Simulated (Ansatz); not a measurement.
Ag in Ansatz: the effect of functional

The system is Ag, a slab with vacuum.

```xyz
6
Lattice="2.9300 0.0000 0.0000 -1.4650 2.5375 0.0000 0.0000 0.0000 26.9750" Properties=species:S:1:pos:R:3 pbc="T T T"
Ag    1.4650    0.8458    7.5000
Ag    0.0000    1.6916    9.8950
Ag    1.4650    0.8458   12.2900
Ag    0.0000    1.6916   14.6850
Ag    1.4650    0.8458   17.0800
Ag    0.0000    1.6916   19.4750
```

The slab is cut from a database's or a generator's crystal, which needn't be the stable form of the element.

The cell isn't the ideal one: the (0 0 1) slab of Ag, cut from the database cell, not relaxed.

Alike in all runs:

- Program: Ansatz 0.2.0
- Task: projected density of states
- Potentials or basis: Ansatz PAW
- k mesh: 10 × 10 × 1
- Occupations: fermi-dirac, width 0.05 eV
- Spin: no spin polarisation

| functional | cutoff | largest force (eV/Å) | work function (eV) |
| --- | --- | --- | --- |
| LDA | 420 eV (not typed: the program's choice for these potentials) | 0.50 | 4.92 |
| PBE | 420 eV (not typed: the program's choice for these potentials) | 0.05 | 4.50 |
| PBEsol | 420 eV (not typed: the program's choice for these potentials) | ? | ? |
| RPBE | 420 eV (not typed: the program's choice for these potentials) | 0.19 | 4.29 |
| revPBE | 420 eV (not typed: the program's choice for these potentials) | 0.14 | 4.32 |
| BLYP | 420 eV (not typed: the program's choice for these potentials) | 0.33 | 4.30 |
| r2SCAN | 500 eV (not typed: the program's choice for these potentials) | 0.13 | 4.46 |

**Question.** What does the run with functional PBEsol give?

**Answer.** Largest force 0.30 eV/Å; work function 4.62 eV.

Caveats: the density of states is complete only up to the lowest level of the last band computed; the PAW data sets come from PBE, with cores solved anew for the run's functional, which leaves a small shift of forces and pressure (some runs).
